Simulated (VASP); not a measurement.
VASP 6.6.1 run: HgSe

INCAR

```
LASPH = .TRUE.
ENCUT = 520
NSW = 0
NBANDS = 33
GGA = PE
PREC = Accurate
NELM = 87
LCHARG = .FALSE.
SIGMA = 0.02
ISMEAR = -1
IBRION = -1
LREAL = .FALSE.
EDIFF = 1E-7
ISIF = 2
LWAVE = .FALSE.
```

KPOINTS

```
KPOINTS created by Atomic Simulation Environment
0
Gamma
8 8 8
0 0 0
```

POSCAR

```
Hg Se
 1.0000000000000000
     0.0000000000000000    3.0617384462000001    3.0617384462000001
     3.0617384462000001    0.0000000000000000    3.0617384462000001
     3.0617384462000001    3.0617384462000001    0.0000000000000000
 Hg  Se
   1   1
Cartesian
  0.0000000000000000  0.0000000000000000  0.0000000000000000
  1.5308692230999998  1.5308692230999998  1.5308692230999998
```

The recommended PBE PAW datasets give the neutral cell 18 valence electrons.

Command

```
mpirun -np 1 vasp_std
```

Question: Predict the outcome of this run.

Answer: It converged. Results: gap between bands v and c on the k mesh 0.00 eV; least direct gap on the k mesh 0.00 eV; pressure 3.6 GPa. Band v is the last that the valence electrons fill when counted band by band, and c is the next.

OSZICAR

```
N       E                     dE             d eps       ncg     rms          rms(c)
DAV:   1     0.133783274555E+03    0.13378E+03   -0.73916E+03  1922   0.487E+02
DAV:   2     0.136579857190E+01   -0.13242E+03   -0.11328E+03  2253   0.146E+02
DAV:   3    -0.433055696871E+01   -0.56964E+01   -0.56465E+01  2332   0.326E+01
DAV:   4    -0.435025953923E+01   -0.19703E-01   -0.19700E-01  2163   0.196E+00
DAV:   5    -0.435031135369E+01   -0.51814E-04   -0.51814E-04  2350   0.945E-02    0.764E+00
DAV:   6    -0.405783883072E+01    0.29247E+00   -0.15809E-01  2244   0.478E+00    0.598E+00
DAV:   7    -0.404377515086E+01    0.14064E-01   -0.48640E-02  2316   0.966E-01    0.271E+00
DAV:   8    -0.404303194914E+01    0.74320E-03   -0.10260E-02  2197   0.618E-01    0.193E-01
DAV:   9    -0.404295353065E+01    0.78418E-04   -0.46000E-04  2293   0.165E-01    0.941E-02
DAV:  10    -0.404298204160E+01   -0.28511E-04   -0.53544E-05  2236   0.451E-02    0.290E-02
DAV:  11    -0.404299568263E+01   -0.13641E-04   -0.14059E-05  2234   0.170E-02    0.433E-03
DAV:  12    -0.404299612116E+01   -0.43853E-06   -0.61976E-07  2305   0.578E-03    0.390E-03
DAV:  13    -0.404299619108E+01   -0.69924E-07   -0.26881E-07  2163   0.328E-03
   1 F= -.40429962E+01 E0= -.40429203E+01  d E =-.151836E-03
```

Standard output (part)

```
POSCAR found type information on POSCAR HgSe
 POSCAR found :  2 types and       2 ions
 LDA part: xc-table for (Slater+PW92), standard interpolation
 POSCAR, INCAR and KPOINTS ok, starting setup
 WAVECAR not read
 entering main loop
```

For comparison, a separate PBE run of the intended cell, on usual settings and not on those above, gives a gap of 0.00 eV on its mesh and a pressure of 3.6 GPa.
